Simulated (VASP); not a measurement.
# Ge (Fd-3m) in VASP: a series of runs, part 2 of 2

VASP 6.6.1. Earlier steps stand in the parts before.

## Step 4: Phonons, PBE

Input file POSCAR:

```
Ge
1.0
    0.0000000000      2.8289100000      2.8289100000
    2.8289100000      0.0000000000      2.8289100000
    2.8289100000      2.8289100000      0.0000000000
Ge
2
Direct
    0.7500000000      0.7500000000      0.7500000000
    0.5000000000      0.5000000000      0.5000000000
```

Input file INCAR.step1:

```
  PREC = Accurate
  ENCUT = 600
  EDIFF = 1E-8
  ISMEAR = -1
  SIGMA = 0.05
  LREAL = F
  LASPH = T
  NELM = 100
  ALGO = Fast
  ISIF = 3
  LWAVE = F
  LCHARG = F
  GGA = PE
  IBRION = 2
  NSW = 40
  EDIFFG = -0.002
```

Input file INCAR.step2:

```
  PREC = Accurate
  ENCUT = 600
  EDIFF = 1E-8
  ISMEAR = -1
  SIGMA = 0.05
  LREAL = F
  LASPH = T
  NELM = 100
  ALGO = Fast
  ISIF = 2
  LWAVE = F
  LCHARG = F
  GGA = PE
  IBRION = 8
  NSW = 1
```

Input file KPOINTS:

```
Automatic mesh
0
Gamma
  6 6 6
```

Potentials or basis: VASP PAW PBE potentials, release 64 (Ge_d).

The run is started by

```sh
$ cat potpaw_PBE.64/Ge_d/POTCAR > POTCAR
$ cp INCAR.step1 INCAR
$ mpirun -np 1 vasp_std > vasp.out
$ cp CONTCAR POSCAR
$ cp INCAR.step2 INCAR
$ mpirun -np 1 vasp_std > vasp.out
```

OUTCAR:

```text
PREC = Accurate
   ENCUT = 600
   EDIFF = 1E-8
   ISMEAR = -1
   LREAL = F
   LASPH = T
   NELM = 100
   ISIF = 2
   GGA = PE
   IBRION = 8
   NSW = 1

 ion  position               nearest neighbor table
   1  0.750  0.750  0.750-   2 2.50   2 2.50   2 2.50   2 2.50
   2  0.500  0.500  0.500-   1 2.50   1 2.50   1 2.50   1 2.50

  LATTYP: Found a face centered cubic cell.
 ALAT       =     5.7642217548

  Lattice vectors:

 A1 = (   0.0000000000,   2.8821108774,   2.8821108774)
 A2 = (   2.8821108774,   0.0000000000,   2.8821108774)
 A3 = (   2.8821108774,   2.8821108774,   0.0000000000)

Analysis of symmetry for initial positions (statically):
=====================================================================
 Subroutine PRICEL returns:
 Original cell was already a primitive cell.

 Routine SETGRP: Setting up the symmetry group for a
 face centered cubic supercell.

 Subroutine GETGRP returns: Found 48 space group operations
 (whereof 24 operations were pure point group operations)
 out of a pool of 48 trial point group operations.

The static configuration has the point symmetry T_d .
 The point group associated with its full space group is O_h .

Analysis of symmetry for dynamics (positions and initial velocities):
=====================================================================
 Subroutine PRICEL returns:
 Original cell was already a primitive cell.

 Routine SETGRP: Setting up the symmetry group for a
 face centered cubic supercell.

 Subroutine GETGRP returns: Found 48 space group operations
 (whereof 24 operations were pure point group operations)
[... 510 lines left out ...]
      4.32317      4.32317      4.32317         0.000000     -0.000000     -0.000000
      2.88211      2.88211      2.88211        -0.000000      0.000000      0.000000
 -----------------------------------------------------------------------------------
    total drift:                                0.000000      0.000000      0.000000

  FREE ENERGIE OF THE ION-ELECTRON SYSTEM (eV)
  ---------------------------------------------------
  free  energy   TOTEN  =        -8.9948395164 eV

  energy  without entropy=       -8.9928188275  energy(sigma->0) =       -8.99382917

[... ionic steps 2 to 3 ...]

--------------------------------------- Ionic step        4  -------------------------------------------

 Free energy of the ion-electron system (eV)
  ---------------------------------------------------
  ---------------------------------------------------
  free energy    TOTEN  =        -0.19383073 eV

  energy without entropy =       -0.19383073

------------------------ aborting loop because EDIFF is reached ----------------------------------------

 INTERNAL STRAIN TENSOR  FOR ION    1  DIRECTION 1   (eV/Angst):
 -----------------------------------------------------------------------------
     0.01734  0.00000  0.00000
     0.00000 -0.00733 -7.70968
     0.00000 -7.70968 -0.00733

 INTERNAL STRAIN TENSOR FOR ION    2 for displacements in x,y,z  (eV/Angst):
          X           Y           Z          XY          YZ          ZX
  --------------------------------------------------------------------------------
  x     0.00000     0.00000     0.00000     0.00000     7.70968     0.00000
  y     0.00000     0.00000     0.00000     0.00000     0.00000     7.70968
  z     0.00000     0.00000     0.00000     7.70968     0.00000     0.00000

 SECOND DERIVATIVES (NOT SYMMETRIZED)
 ------------------------------------
               1X          1Y          1Z          2X          2Y          2Z
  1X    -8.694053    0.000000    0.000000    8.694053    0.000000    0.000000
  1Y     0.000000   -8.694053    0.000000    0.000000    8.694053    0.000000
  1Z     0.000000    0.000000   -8.694053    0.000000    0.000000    8.694053
  2X     8.694053    0.000000    0.000000   -8.694053    0.000000    0.000000
  2Y     0.000000    8.694053    0.000000    0.000000   -8.694053    0.000000
  2Z     0.000000    0.000000    8.694053    0.000000    0.000000   -8.694053

 Eigenvectors and eigenvalues of the dynamical matrix
 ----------------------------------------------------

   1 f  =    7.650303 THz    48.068272 2PiTHz  255.186645 cm-1    31.639097 meV
             X         Y         Z           dx          dy          dz
      4.323166  4.323166  4.323166     0.000000   -0.707107    0.000000
      2.882111  2.882111  2.882111     0.000000    0.707107    0.000000
[... 21 lines left out ...]
   6 f  =    0.000000 THz     0.000000 2PiTHz    0.000000 cm-1     0.000000 meV
             X         Y         Z           dx          dy          dz
      4.323166  4.323166  4.323166     0.000000    0.000000    0.707107
      2.882111  2.882111  2.882111     0.000000    0.000000    0.707107

--------------------------------------------------------------------------------------------------------

 ELASTIC MODULI CONTR FROM IONIC RELAXATION (kBar)
 Direction    XX          YY          ZZ          XY          YZ          ZX
 --------------------------------------------------------------------------------
 XX           0.0000      0.0000      0.0000      0.0000      0.0000      0.0000
 YY           0.0000      0.0000      0.0000      0.0000      0.0000      0.0000
 ZZ           0.0000      0.0000      0.0000      0.0000      0.0000      0.0000
 XY           0.0000      0.0000      0.0000   -228.7696      0.0000      0.0000
 YZ           0.0000      0.0000      0.0000      0.0000   -228.7696      0.0000
 ZX           0.0000      0.0000      0.0000      0.0000      0.0000   -228.7696
 --------------------------------------------------------------------------------
```

OUTCAR.step1:

```text
PREC = Accurate
   ENCUT = 600
   EDIFF = 1E-8
   ISMEAR = -1
   LREAL = F
   LASPH = T
   NELM = 100
   ISIF = 3
   GGA = PE
   IBRION = 2
   NSW = 40
   EDIFFG = -0.002

[... 722 lines left out ...]
 fundamental gap:      0.4648821079
 Fermi energy:         4.4355272929

 k-point     1 :       0.0000    0.0000    0.0000
  band No.  band energies     occupation
      1     -20.2678      2.00000
      2     -20.2678      2.00000
      3     -20.2678      2.00000
      4     -20.2359      2.00000
      5     -20.2359      2.00000
      6     -20.0536      2.00000
[... 354 lines left out ...]
  FREE ENERGIE OF THE ION-ELECTRON SYSTEM (eV)
  ---------------------------------------------------
  free  energy   TOTEN  =        -8.9946738246 eV

  energy  without entropy=       -8.9926531420  energy(sigma->0) =       -8.99366348

 reached required accuracy - stopping structural energy minimisation
```

OSZICAR.step1:

```text
N       E                     dE             d eps       ncg     rms          rms(c)
DAV:   1     0.169526946028E+03    0.16953E+03   -0.16816E+04   618   0.461E+03
DAV:   2     0.128793448480E+02   -0.15665E+03   -0.15376E+03   576   0.552E+02
DAV:   3    -0.836135502492E+01   -0.21241E+02   -0.21080E+02   648   0.155E+02
[... 110 lines left out ...]
DAV:   1    -0.899467595248E+01   -0.28933E-05   -0.30475E-05   758   0.115E-01    0.853E-03
RMM:   2    -0.899467452455E+01    0.14279E-05   -0.20071E-06   635   0.244E-02    0.436E-03
RMM:   3    -0.899467398493E+01    0.53961E-06   -0.10716E-06   620   0.157E-02    0.861E-04
RMM:   4    -0.899467383022E+01    0.15472E-06   -0.14618E-07   638   0.538E-03    0.569E-04
RMM:   5    -0.899467382458E+01    0.56370E-08   -0.27037E-08   411   0.168E-03
  14 F= -.89946738E+01 E0= -.89936635E+01  d E =-.162449E-05
```

It took 2 min on 1 thread of Intel Xeon 6975P-C (Granite Rapids), shared host; peak memory 0.28 GiB.

What came out:

```
Relaxed volume                         : 23.94 Å³/atom
Relaxed cell                           : a = 4.076 Å, b = 4.076 Å, c = 4.076 Å, α = 60.00°, β = 60.00°, γ = 60.00°
Space group after relaxing (to 0.05 Å) : Fd-3m (No. 227)
Highest phonon frequency at Γ          : 255 cm⁻¹
```

Step by step:
```csv
step,energy change (eV),largest force (eV/Å),pressure (GPa),volume (Å³)
1,0.0000,0.0000,3.60,45.28
2,-0.0266,0.0000,-0.90,48.69
3,-0.0289,0.0000,-0.02,47.92
4,-0.0288,0.0000,0.04,47.87
5,-0.0288,0.0000,0.04,47.87
6,-0.0288,0.0000,0.03,47.87
7,-0.0288,0.0000,0.04,47.87
8,-0.0288,0.0000,0.04,47.87
9,-0.0288,0.0000,0.04,47.87
10,-0.0288,0.0000,0.04,47.87
11,-0.0288,0.0000,0.03,47.87
12,-0.0289,0.0000,0.03,47.87
13,-0.0289,0.0000,0.02,47.88
14,-0.0289,0.0000,0.00,47.88
```

Final structure:
```cif
data_structure
_symmetry_space_group_name_H-M 'P 1'
_symmetry_Int_Tables_number 1
_cell_length_a 4.0759
_cell_length_b 4.0759
_cell_length_c 4.0759
_cell_angle_alpha 60.000
_cell_angle_beta 60.000
_cell_angle_gamma 60.000
_cell_volume 47.88
loop_
_atom_site_label
_atom_site_type_symbol
_atom_site_fract_x
_atom_site_fract_y
_atom_site_fract_z
_atom_site_occupancy
Ge1 Ge 0.75000 0.75000 0.75000 1
Ge2 Ge 0.50000 0.50000 0.50000 1
```

Phonon frequencies in cm⁻¹ (negative: imaginary):
| q point | frequencies |
| --- | --- |
| (0.000, 0.000, 0.000) | 0 0 0 255 255 255 |

## Step 5: The reference run

An earlier run on the cell as given: functional PBEsol; potentials or basis VASP PAW PBE potentials, release 64 (Ge_d); cutoff 520 eV; k mesh 8 × 8 × 8; occupations fermi-dirac, width 0.05 eV; no spin polarisation.

- Pressure: 0.5 GPa
- Band gap on the k mesh: none (metal or under the smearing width)
